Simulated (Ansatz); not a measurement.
# In (R-3m) in Ansatz: a series of runs

Runs on In. Level: PBEsol. Tasks: band structure.

Everything below comes from runs of Ansatz 0.2.0. Logs are shortened: lines on timing, memory, paths and dates and some standing lists are left out, and cuts for length are marked.

**1. Starting point**

It takes space group R-3m (No. 166, trigonal). Conventional cell: a = 3.339 Å, b = 3.339 Å, c = 24.622 Å, α = 90.00°, β = 90.00°, γ = 120.00°. In (site symmetry 3m) is surrounded by 12 In at 3.34 to 3.35 Å. In (site symmetry -3m) is surrounded by 12 In at 3.34 to 3.35 Å.

This isn't the form of In at room conditions, which is tetragonal.

**2. Band structure, PBEsol**

input.yaml reads:

```yaml
crystal:
  lattice:
    - [1.6696368166, 0.9639652655, 8.20746325]
    - [-1.6696368166, 0.9639652655, 8.20746325]
    - [0.0, -1.927930531, 8.20746325]
  atoms:
    - { symbol: In, position: [0.22198776, 0.22198776, 0.22198776] }
    - { symbol: In, position: [0.77801224, 0.77801224, 0.77801224] }
    - { symbol: In, position: [0.0, 0.0, 0.0] }
kpoints:
  mp_grid: { grid: [7, 7, 7] }
  band_path:
    path: [[0.0, 0.0, 0.0], [0.5, 0.0, 0.0], [0.5, 0.175862977, -0.175862977]]
    npoints: 12
scf:
  occupations: { method: fermi_dirac, width: 0.05 }
hamiltonian:
  xc: pbesol
  pseudopotentials: { kind: all_electron, lapw: { basis_error: 0.002 } }
output:
  forces: true
  stress: true
  eigenvalues: true
```

Potentials or basis: all-electron LAPW, scalar-relativistic.

On the command line:

```console
$ ansatz run input.yaml --threads 2 --pin off --max-ram 8192MiB --backend cpu --events-out ev --progress --plain --runs-dir out
```

Log:

```text
Warning: RAYON_NUM_THREADS=2 ignored (pool sized by the plan → 2); use --threads N
LAPW: plane waves up to 6.359 Å⁻¹, error target 2.0e-3 eV per atom; small_component_spin mean_spin; In in spheres of 1.669 Å, 21 of its electrons in bands, Dirac shells [] (how accurate: hamiltonian.pseudopotentials.lapw.basis_error, Limitations)
Engine: ansatz 0.2.0, aarch64-unknown-linux-gnu
Pseudopotentials: kind: all_electron
Pseudopotential: In, LAPW, valence charge 21, lapw/all_electron/scalar/gaussian/In, Koelling and Harmon's equation, gaussian nucleus
Functional definition: PBEsol
  exchange = pbesol_x
  correlation = pbesol_c
Crystal: 3 atoms, lattice volume = 79.258 Å³
Basis set: ecut = 154.04679964370516 eV, 347 PW (Γ), FFT grids on a1−a3, a2−a3, a3, exchange–correlation at level 2
Bands: 38, of which v1, the nominal top of the filled ones, is band 32 counted from 1 (31 counted from 0)
Symmetry: 12 space group operations
Space group: R-3m (ITA 166), of the structure as read, at distance tolerance 4.3e-5 Å
k-points: 44 of 343
Non-local potential: In, projectors of the file, none
Initial density: superposition of atomic densities (chi_scale 0.1, normalization cell)
Initial wavefunctions: plane waves of lowest kinetic energy (no species holds an atomic orbital)
Functional: x = pbesol(κ = 0.804, μ = 0.12345679012345678), c = pbesol(β = 0.046)
iter 1 solved again at ethr=2.76e-5 eV; its pass at ethr=1.00e-1 eV (dr2=1.74e-2 eV) is discarded
SCF iter   1: F=—  HF=-479920.767841 eV  |F-HF|=—  |Δ(HF+E_count)|=         —  Δρ=5.35e-3  dr2=1.75e-2  ethr=2.76e-5  ⟨swp⟩=3.4  Hψ=11727  notcnv=0
preconditioner: auto → Kerker (q_TF=auto, 2.626 Å⁻¹)  [metal: Δε(μ)=0.062 eV  Ē_g=15.683 eV  σ=0.050 eV  W_gap=0.30  n_scr=30 (ndim 8)  ℏωp=26.0 eV  f_vac=0.000  D(μ)=1.00/eV (n_scr^D=2)]
SCF iter   2: F=—  HF=-479920.676743 eV  |F-HF|=—  |Δ(HF+E_count)|=   9.11e-2  Δρ=2.89e-3  dr2=6.72e-3  ethr=2.76e-5  ⟨swp⟩=2.0  Hψ=5161  notcnv=0
SCF iter   3: F=—  HF=-479920.669427 eV  |F-HF|=—  |Δ(HF+E_count)|=   7.32e-3  Δρ=1.93e-3  dr2=3.54e-3  ethr=1.07e-5  ⟨swp⟩=2.0  Hψ=5137  notcnv=0
SCF iter   4: F=—  HF=-479920.668228 eV  |F-HF|=—  |Δ(HF+E_count)|=   1.20e-3  Δρ=8.31e-4  dr2=8.97e-4  ethr=5.62e-6  ⟨swp⟩=2.0  Hψ=5137  notcnv=0
iter 5 solved again at ethr=1.09e-7 eV; its pass at ethr=1.42e-6 eV (dr2=6.88e-5 eV) is discarded
SCF iter   5: F=—  HF=-479920.668342 eV  |F-HF|=—  |Δ(HF+E_count)|=   1.15e-4  Δρ=2.15e-4  dr2=6.88e-5  ethr=1.09e-7  ⟨swp⟩=2.0  Hψ=8558  notcnv=0
SCF iter   6: F=—  HF=-479920.668344 eV  |F-HF|=—  |Δ(HF+E_count)|=   1.88e-6  Δρ=5.06e-5  dr2=2.60e-6  ethr=1.09e-7  ⟨swp⟩=2.0  Hψ=5137  notcnv=0
SCF iter   7: F=—  HF=-479920.668344 eV  |F-HF|=—  |Δ(HF+E_count)|=   7.68e-8  Δρ=1.58e-5  dr2=2.59e-7  ethr=4.13e-9  ⟨swp⟩=2.0  Hψ=5137  notcnv=0
SCF iter   8: F=-479920.668344 eV  HF=-479920.668344 eV  |F-HF|=9.58e-8  |Δ(HF+E_count)|=   7.39e-8  Δρ=7.07e-6  dr2=7.39e-8  ethr=4.11e-10  ⟨swp⟩=2.0  Hψ=5137  notcnv=0
SCF 1 converged in 8 iterations: F = -479920.668344 eV  dr2 = 7.39e-8
NSCF: frozen V_eff on 25 k-points
SCF converged after 8 iterations
Free energy (F): -479920.668344 eV
Harris-Foulkes:  -479920.668344 eV  (|F-HF|=9.58e-8)
Internal energy: -479920.660293 eV  (E = F + TS)
E sigma→0 (E₀):  -479920.664318 eV
Entropy (-TS):   -0.008051 eV (-2.684 meV/atom)
Fermi energy:    13.148311 eV
--- Per-component energies (eV) ---
  E_band       = -1654.705890
  E_kinetic    = 503691.918896
  E_xc         = -12837.953891
  E_electrostatic = -970774.625297  (all electrons and nuclei)
  E_smearing   = -0.008051  (= −TS)
  E_closure    = 0.000000  (closes the sum)
  E_atoms      = -479911.786467  (free atoms, spherical and without spin; not in F)
  Σ components = -479920.668344   (vs F -479920.668344, Δ=0.00e0)
  Basis errors (estimates in eV, not in F): energy 4.3e-4 per atom: plane waves 4.2e-4 (2.2e-4 summed), levels above the bands 2.4e-47, relativity 1.3e-8, radial functions 7.3e-6, core shells 4.4e-10; eigenvalues (radial functions only) 1.2e-5; not estimated: angular momenta, meshes, grids; target (lapw.basis_error) 2.0e-3; muffin-tin radii In 1.669 Å
--- Forces (eV/Å), atoms counted from 1 ---
  atom   1  In    -0.00000000     0.00000000    -0.00659751
  atom   2  In     0.00000000    -0.00000000     0.00659751
  atom   3  In     0.00000000     0.00000000     0.00000000
  max |Σ_I F_I| component: 5.78e-19 eV/Å
--- Stress (GPa, compression-positive) ---
       -0.208841       0.000000      -0.000000
       -0.000000      -0.208841      -0.000000
       -0.000000      -0.000000      -3.499506
  P = ⅓ Tr σ = -1.3057 GPa (-13.057 kbar)
--- Band table (eV; the first three rows and the last of 44) ---
  k-point 0: bands = ["-102.0519", "-102.0335", "-102.0333", "-60.5745", "-60.5693", "-60.5693", "-60.5579", "-60.5539", "-60.5508", "-60.5508", "-60.5502", "-60.5502", "-1.3894", "-1.3781", "-1.3403", "-1.3361", "-1.3361", "-1.3035", "-1.3035", "-1.2957", "-1.2957", "-1.2052", "-1.2052", "-1.0685", "-1.0685", "-1.0660", "-1.0660", "3.7087", "6.1528", "6.1803", "13.6863", "13.7059", "21.9422", "21.9422", "22.0153", "22.0153", "23.4489", "23.4489"]
  k-point 1: bands = ["-102.0519", "-102.0334", "-102.0332", "-60.5743", "-60.5703", "-60.5695", "-60.5576", "-60.5541", "-60.5518", "-60.5512", "-60.5511", "-60.5504", "-1.3942", "-1.3770", "-1.3402", "-1.3215", "-1.2946", "-1.2925", "-1.2794", "-1.2539", "-1.2484", "-1.2220", "-1.2116", "-1.1118", "-1.0857", "-1.0684", "-1.0623", "4.1109", "6.3366", "6.8075", "13.6167", "14.5187", "18.3407", "19.2456", "20.3617", "20.8535", "21.5084", "22.4931"]
  k-point 2: bands = ["-102.0517", "-102.0333", "-102.0332", "-60.5741", "-60.5727", "-60.5702", "-60.5571", "-60.5549", "-60.5536", "-60.5534", "-60.5518", "-60.5510", "-1.4561", "-1.4270", "-1.3561", "-1.3313", "-1.3054", "-1.2916", "-1.2760", "-1.1701", "-1.1587", "-1.1305", "-1.1279", "-1.1199", "-1.0842", "-1.0582", "-1.0520", "5.3377", "7.3226", "8.2446", "13.8589", "14.5252", "15.0611", "16.3043", "17.5119", "18.7954", "19.1527", "20.8232"]
  k-point 43: bands = ["-102.0519", "-102.0334", "-102.0332", "-60.5744", "-60.5703", "-60.5695", "-60.5574", "-60.5543", "-60.5518", "-60.5512", "-60.5511", "-60.5504", "-1.3980", "-1.3683", "-1.3470", "-1.3227", "-1.3010", "-1.2901", "-1.2855", "-1.2659", "-1.2488", "-1.1820", "-1.1786", "-1.1478", "-1.1322", "-1.0715", "-1.0224", "4.6581", "4.7746", "9.1457", "10.3289", "18.1588", "18.9717", "19.4217", "20.0067", "20.0345", "20.8627", "21.5972"]
```

Wall time 9.5 s (2 threads of Arm Neoverse V2, shared host); peak memory 0.35 GiB.

What came out:

* Free energy: -479920.6683 eV
* Pressure: -1.3 GPa
* Largest force: 0.007 eV/Å
* Band gap along the path: none (metal or under the smearing width)

Forces on the atoms (eV/Å):
```
In   0.000  0.000 -0.007
In   0.000  0.000  0.007
In   0.000  0.000  0.000
```

Levels at the corners of the path, in eV from the Fermi level:
```csv
point,band 31,band 32,band 33,band 34,band 35,band 36
Γ,0.54,0.56,8.79,8.79,8.87,8.87
L,-2.68,-1.09,-1.00,3.34,4.13,4.78
B1,-1.62,-0.79,-0.63,0.80,0.85,1.81
```

Caveat: the k mesh is thin for a metal, which can move the energy by tens of meV per atom; spin-orbit coupling is left out, which moves the levels of the heavy elements.

**3. Band structure, PBEsol, spin-orbit coupling, no magnetisation**

input.yaml: that of step 2 with these lines changed.

```diff
@@ -19,2 +19,5 @@
   pseudopotentials: { kind: all_electron, lapw: { basis_error: 0.002 } }
+magnetization:
+  noncollinear: true
+  spin_orbit: true
 output:
```

Potentials or basis: all-electron LAPW, relativistic spinors.

On the command line:

```console
$ ansatz run input.yaml --threads 2 --pin off --max-ram 8192MiB --backend cpu --events-out ev --progress --plain --runs-dir out
```

Run time: 95 s. Hardware: 2 threads of Arm Neoverse V2, shared host; peak memory 0.76 GiB.

Results (log left out):

| Quantity | Value |
| --- | --- |
| Free energy | -480049.8874 eV |
| Pressure | -1.4 GPa |
| Largest force | 0.006 eV/Å |
| Band gap along the path | none (metal or under the smearing width) |

Forces in eV/Å, atoms in the order of the input:
```
In   0.000  0.000 -0.006
In   0.000  0.000  0.006
In   0.000  0.000  0.000
```

Stress tensor (GPa, compression positive):
```
-0.31  0.00  0.00
 0.00 -0.31  0.00
 0.00  0.00 -3.54
```

Levels at the corners of the path, in eV from the Fermi level:
```csv
point,band 64,band 65,band 66,band 67,band 68,band 69
Γ,0.56,8.52,8.52,8.58,8.58,9.05
L,-1.09,-1.00,-1.00,3.32,3.32,4.11
B1,-0.82,-0.60,-0.60,0.77,0.77,0.89
```

Caveat: the k mesh is thin for a metal, which can move the energy by tens of meV per atom.
